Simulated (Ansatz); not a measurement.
# InSb: the cost of one run

Program: Ansatz 0.2.0. Level of theory: DFT PBE, scalar-relativistic, plane waves, PAW. These are calculated values, not measurements.

### 1 The structure to begin with

It takes space group P6/mmm (No. 191, hexagonal). Conventional cell: a = 6.741 Å, b = 6.741 Å, c = 5.439 Å, α = 90.00°, β = 90.00°, γ = 120.00°. In (site symmetry mmm) has 6 Sb at 3.34 to 3.37 Å and 4 In at 3.37 Å as nearest neighbours. Sb (site symmetry 6/mmm) is surrounded by 6 In at 3.37 Å. Sb (site symmetry -6m2) is surrounded by 6 In at 3.34 Å.

Coordinates:

```
CELL_PARAMETERS angstrom
6.74124 0.00000 0.00000
-3.37062 5.83809 0.00000
0.00000 0.00000 5.43896
ATOMIC_POSITIONS crystal
In 0.50000 0.00000 0.00000
In 0.50000 0.50000 0.00000
In 0.00000 0.50000 0.00000
Sb 0.00000 0.00000 0.00000
Sb 0.33333 0.66667 0.50000
Sb 0.66667 0.33333 0.50000
```

This is candidate A: CoSn type (P6/mmm, No. 191).

(A quick probe on a coarse mesh, which set the mesh and smearing, is not shown.)

### 3 The relaxation (candidate A)

The input, input.yaml:

```yaml
crystal:
  lattice:
    - [6.7412445419, 0.0, 0.0]
    - [-3.3706222709, 5.8380890264, 0.0]
    - [0.0, 0.0, 5.4389586645]
  atoms:
    - { symbol: In, position: [0.5, 0.0, 0.0] }
    - { symbol: In, position: [0.5, 0.5, 0.0] }
    - { symbol: In, position: [0.0, 0.5, 0.0] }
    - { symbol: Sb, position: [0.0, 0.0, 0.0] }
    - { symbol: Sb, position: [0.3333333333, 0.6666666667, 0.5] }
    - { symbol: Sb, position: [0.6666666667, 0.3333333333, 0.5] }
basis:
  ecutwfc: 420
kpoints:
  mp_grid: { grid: [6, 6, 8] }
hamiltonian:
  xc: pbe
scf:
  occupations: { method: gaussian, width: 0.1 }
output:
  forces: true
  stress: true
  eigenvalues: true
relax:
  adjacent_minimum: "off"
  f_tol: 0.01
  max_steps: 80
  cell: { stress_tol: 0.05 }
```

What time and memory should one allow on 1 thread of an x86-64 CPU, shared host?

About 1.9 min, with a peak of 0.66 GiB.
